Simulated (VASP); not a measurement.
# Dy (Im-3m) in VASP: a series of runs, part 2 of 2

VASP 6.6.1. The steps go on from the part before.

### Step 3. Single point, PBE, collinear spin, ferromagnetic start

File INCAR:

```
SYSTEM = Dy
  ADDGRID = .False.
  ALGO = Normal
  EDIFF = 1E-4
  ENCUT = 400
  GGA = PE
  ISIF = 2
  ISMEAR = 0
  ISPIN = 2
  LASPH = .True.
  LCHARG = .False.
  LMAXMIX = 6
  LORBIT = 11
  LREAL = .False.
  LWAVE = .False.
  MAGMOM = 5
  NELM = 100
  PREC = Accurate
  SIGMA = 0.2
```

File KPOINTS:

```
k-points
0
Gamma
  12 12 12
  0 0 0
```

File POSCAR:

```
Dy
1.0
   -2.0003821482      2.0003821482      2.0003821482
    2.0003821482     -2.0003821482      2.0003821482
    2.0003821482      2.0003821482     -2.0003821482
Dy
1
Direct
    0.0000000000      0.0000000000      0.0000000000
```

Potentials or basis: VASP PAW PBE potentials, release 64 (Dy).

Command:

```
> cat potpaw_PBE.64/Dy/POTCAR > POTCAR
> mpirun -np 1 vasp_std > vasp.out
```

OUTCAR:

```text
SYSTEM = Dy
   EDIFF = 1E-4
   ENCUT = 400
   GGA = PE
   ISIF = 2
   ISMEAR = 0
   ISPIN = 2
   LASPH = .True.
   LORBIT = 11
   LREAL = .False.
   NELM = 100
   PREC = Accurate

 Found     72 irreducible k-points:

 Following reciprocal coordinates:
            Coordinates               Weight
  0.000000  0.000000  0.000000      1.000000
  0.083333  0.000000  0.000000     12.000000
  0.166667  0.000000  0.000000     12.000000
  0.250000  0.000000  0.000000     12.000000
  0.333333  0.000000  0.000000     12.000000
  0.416667  0.000000  0.000000     12.000000
   k-points           NKPTS =     72   k-points in BZ     NKDIM =     72   number of bands    NBANDS=     17
   number of dos      NEDOS =    301   number of ions     NIONS =      1
   total plane-waves  NPLWV =  13824
[... 325 lines left out ...]
  Total        0.1841887      0.1841887      0.1841887     -0.0000000     -0.0000000     -0.0000000
  in kB        9.2166814      9.2166814      9.2166814     -0.0000000     -0.0000000     -0.0000000
  external PRESSURE =       9.2166814 kB  Pullay stress =       0.0000000 kB

 VOLUME and BASIS-vectors are now :
 -----------------------------------------------------------------------------
  energy-cutoff  :      400.00
  volume of cell :       32.02
      direct lattice vectors                 reciprocal lattice vectors
    -2.000382148  2.000382148  2.000382148     0.000000000  0.249952241  0.249952241
     2.000382148 -2.000382148  2.000382148     0.249952241  0.000000000  0.249952241
     2.000382148  2.000382148 -2.000382148     0.249952241  0.249952241  0.000000000

 POSITION                                       TOTAL-FORCE (eV/Angst)
 -----------------------------------------------------------------------------------
      0.00000      0.00000      0.00000        -0.000000      0.000000      0.000000
 -----------------------------------------------------------------------------------
    total drift:                                0.000000      0.000000      0.000000

  FREE ENERGIE OF THE ION-ELECTRON SYSTEM (eV)
  ---------------------------------------------------
  free  energy   TOTEN  =        -7.9470628226 eV

  energy  without entropy=       -7.8595933145  energy(sigma->0) =       -7.90332807

 total charge

# of ion       s       p       d       f       tot
--------------------------------------------------
    1        2.163   5.809   0.485   9.322  17.778

 magnetization (x)

# of ion       s       p       d       f       tot
--------------------------------------------------
    1        0.007  -0.057   0.032   4.516   4.498
```

It took 48 s on 1 thread of Intel Xeon Platinum 8488C (Sapphire Rapids), shared host; peak memory 0.18 GiB.

These settings aren't checked as converged: the numbers below hold their error.

What came out:

| Item | Value |
| --- | --- |
| Free energy | -7.9471 eV |
| Pressure | 0.9 GPa |
| Band gap on the k mesh | none (metal or under the smearing width) |
| Net moment | 4.57 μB per cell |
| Site moments | Dy +4.50 μB |
| Valence electrons inside the program's atomic spheres | Dy 17.78 |

Caveat: the cutoff is under 1.25 times the usual one of these potentials, so pressure, stress and relaxed cells hold a basis-set (Pulay) error; the magnetic or orbital state may not be the lowest; spin-orbit coupling is left out, which moves the levels of the heavy elements.

### Step 4. Single point, PBE, collinear spin, ferromagnetic start

Changes to INCAR since step 3:

```diff
@@ -3,3 +3,3 @@
   ALGO = Normal
-  EDIFF = 1E-4
+  EDIFF = 1E-5
   ENCUT = 400
```

KPOINTS is that of step 3.

POSCAR is that of step 3.

Command:

```
> cat potpaw_PBE.64/Dy/POTCAR > POTCAR
> mpirun -np 1 vasp_std > vasp.out
```

Wall time 49 s (1 thread of Intel Xeon Platinum 8488C (Sapphire Rapids), shared host); peak memory 0.18 GiB.

These settings aren't checked as converged: the numbers below hold their error.

Results:

```yaml
Free_energy: -7.9470 eV
Pressure: -0.2 GPa
Band_gap_on_the_k_mesh: none (metal or under the smearing width)
Net_moment: 4.56 μB per cell
Site_moments: Dy +4.49 μB
Valence_electrons_inside_the_program's_atomic_spheres: Dy 17.78
```

Caveat: the cutoff is under 1.25 times the usual one of these potentials, so pressure, stress and relaxed cells hold a basis-set (Pulay) error; the magnetic or orbital state may not be the lowest; spin-orbit coupling is left out, which moves the levels of the heavy elements.

### Step 5. Single point, PBE, collinear spin, ferromagnetic start

Changes to INCAR since step 4:

```diff
@@ -1,5 +1,5 @@
 SYSTEM = Dy
-  ADDGRID = .False.
+  ADDGRID = .True.
   ALGO = Normal
-  EDIFF = 1E-5
+  EDIFF = 1E-6
   ENCUT = 400
```

KPOINTS is that of step 4.

POSCAR is that of step 4.

Command:

```
> cat potpaw_PBE.64/Dy/POTCAR > POTCAR
> mpirun -np 1 vasp_std > vasp.out
```

Wall time 71 s (1 thread of Intel Xeon Platinum 8488C (Sapphire Rapids), shared host); peak memory 0.26 GiB.

The run converged, but some of its settings lie outside the range that counts as converged, so its numbers aren't taken as properties of the crystal.

Results:

```
Free energy                                           : -7.9470 eV
Pressure                                              : 1.0 GPa
Band gap on the k mesh                                : none (metal or under the smearing width)
Net moment                                            : 4.57 μB per cell
Site moments                                          : Dy +4.49 μB
Valence electrons inside the program's atomic spheres : Dy 17.78
```

Caveat: the cutoff is under 1.25 times the usual one of these potentials, so pressure, stress and relaxed cells hold a basis-set (Pulay) error; the magnetic or orbital state may not be the lowest; spin-orbit coupling is left out, which moves the levels of the heavy elements.

### Step 6. Single point, PBE, collinear spin, ferromagnetic start

Changes to INCAR since step 5:

```diff
@@ -1,3 +1,3 @@
 SYSTEM = Dy
-  ADDGRID = .True.
+  ADDGRID = .False.
   ALGO = Normal
@@ -9,3 +9,3 @@
   ISPIN = 2
-  LASPH = .True.
+  LASPH = .False.
   LCHARG = .False.
```

KPOINTS is that of step 5.

POSCAR is that of step 5.

Potentials or basis: VASP PAW PBE potentials, release 64 (Dy).

Command:

```
> cat potpaw_PBE.64/Dy/POTCAR > POTCAR
> mpirun -np 1 vasp_std > vasp.out
```

Run time: 54 s. Hardware: 1 thread of Intel Xeon Platinum 8488C (Sapphire Rapids), shared host; peak memory 0.18 GiB.

The run converged, but some of its settings lie outside the range that counts as converged, so its numbers aren't taken as properties of the crystal.

Results:

```yaml
Free_energy: -7.5819 eV
Pressure: -0.2 GPa
Band_gap_on_the_k_mesh: none (metal or under the smearing width)
Net_moment: 4.59 μB per cell
Site_moments: Dy +4.54 μB
Valence_electrons_inside_the_program's_atomic_spheres: Dy 17.76
```

Caveat: the cutoff is under 1.25 times the usual one of these potentials, so pressure, stress and relaxed cells hold a basis-set (Pulay) error; the magnetic or orbital state may not be the lowest; spin-orbit coupling is left out, which moves the levels of the heavy elements.
